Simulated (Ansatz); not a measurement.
**VBiO4, one structure, two calculations**

Cell: a structure deposited in the COD whose atoms were relaxed with PBE, the cell held.

```cif
data_VBiO4
_symmetry_space_group_name_H-M 'I4_1/amd:1'
_symmetry_Int_Tables_number 141
_cell_length_a 7.3030
_cell_length_b 7.3030
_cell_length_c 6.5840
_cell_angle_alpha 90.000
_cell_angle_beta 90.000
_cell_angle_gamma 90.000
loop_
_atom_site_label
_atom_site_type_symbol
_atom_site_symmetry_multiplicity
_atom_site_Wyckoff_symbol
_atom_site_fract_x
_atom_site_fract_y
_atom_site_fract_z
V V 4 b 0.0000 0.0000 0.5000
Bi Bi 4 a 0.0000 0.5000 0.2500
O O 16 h 0.5000 0.3183 0.8325
```

One atom of each set is listed; the run and its k-mesh use a cell of 12 atoms with edges of 6.12, 6.12, 6.12 Å.

First run. The numbers come from a DFT calculation in Ansatz (PBE, plane waves and PAW, scalar-relativistic, 420 eV cutoff, Γ-centred 4×4×4 k-points, Fermi–Dirac smearing 0.02 eV).

```
site  V_zz (10²¹ V/m²)     η
   V             -3.16  0.00
  Bi             13.85  0.00
   O             -3.45  0.59
```

Second run. The same atoms and settings, except that the functional is r2SCAN and the cutoff is 500 eV.

Problem. Given the first result, estimate the second.

Solution. 

```tsv
site	V_zz	η	change of V_zz
V	-3.35	0.00	-0.19
Bi	13.32	0.00	-0.53
O	-3.44	0.71	+0.01
```

The largest change of V_zz is on Bi, from 13.85 to 13.32. In per cent, |V_zz| changes by +6 on V, -4 on Bi, 0 on O (all sites that start above 0.5).

Spin–orbit coupling is left out, which shifts gradients on Bi by a few per cent, and by more where contributions nearly cancel.
For the second run: At this cell the principal stresses reach 6 GPa in size with r2SCAN, which can matter for small gradients. The largest force is 0.3 eV/Å, so the atoms aren't at the calculated equilibrium and relaxing them would move these values.
